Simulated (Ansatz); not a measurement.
Here is an Ansatz 0.2.0 calculation.

input

```
crystal:
  lattice:
    - [0.0, 2.115, 2.115]
    - [2.115, 0.0, 2.115]
    - [2.115, 2.115, 0.0]
  atoms:
    - { symbol: Nb, position: [0.0, 0.0, 0.0] }
hamiltonian:
  xc: hf
  pseudopotentials: { kind: paw }
kpoints:
  mp_grid: { grid: [6, 6, 6] }
scf:
  occupations: { method: fermi_dirac, width: 0.05 }
output:
  forces: true
  stress: true
  eigenvalues: true
relax:
  f_tol: 0.01
  max_steps: 40
  cell: { stress_tol: 0.05 }
```

Problem. Estimate the relaxed volume.

Solution. 19.73 Å³/atom.

Problem. Estimate the relaxed cell.

Solution. a = 3.033 Å, b = 3.033 Å, c = 3.033 Å, α = 60.00°, β = 60.00°, γ = 60.00°.

The path:
| step | energy change (eV) | largest force (eV/Å) | volume (Å³) |
| --- | --- | --- | --- |
| 1 | 0.0000 | 0.0000 | 18.92 |
| 2 | -0.0219 | 0.0000 | 19.86 |
| 3 | -0.0224 | 0.0000 | 19.74 |
| 4 | -0.0224 | 0.0000 | 19.73 |
| 5 | -0.0228 | 0.0000 | 19.73 |

Caveat: the k mesh is coarse (spacing up to 0.43 Å⁻¹), so the values aren't converged, least of all with exact exchange; the plane-wave basis is chosen anew once the cell has moved, so the energies of steps on either side of that aren't comparable; the PAW data sets come from PBE, with cores solved anew for the run's functional, which leaves a small shift of forces and pressure. Zero-point motion and thermal expansion aren't in these numbers.
